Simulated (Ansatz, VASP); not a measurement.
# One calculation of Mo, two programs

```
Mo
1.0
     0.00000    2.02755    2.02755
     2.02755    0.00000    2.02755
     2.02755    2.02755    0.00000
Mo
1
Direct
  0.00000 0.00000 0.00000
```

Alike in both runs: functional BLYP; k mesh 14 × 14 × 14; occupations fermi-dirac, width 0.1 eV; no spin polarisation.

Ansatz relaxed the structure, and its values are those at the end. VASP's run is a single point on that final structure, the one shown.

|  | VASP | Ansatz |
| --- | --- | --- |
| version | VASP 6.6.1 | Ansatz 0.2.0 |
| potentials or method | VASP PAW PBE potentials, release 64 (Mo_sv) | plane waves (420 eV) with PAW, scalar-relativistic |
| plane-wave cutoff (eV) | 520 | 420 |
| valence electrons in the cell | 14 | 14 |

|  | VASP | Ansatz | Ansatz less VASP |
| --- | --- | --- | --- |
| pressure (GPa) | 0.8 | 0.0 | -0.75 |

Caveats: the PAW data sets were made with another functional, which shifts forces and pressure a little (VASP).
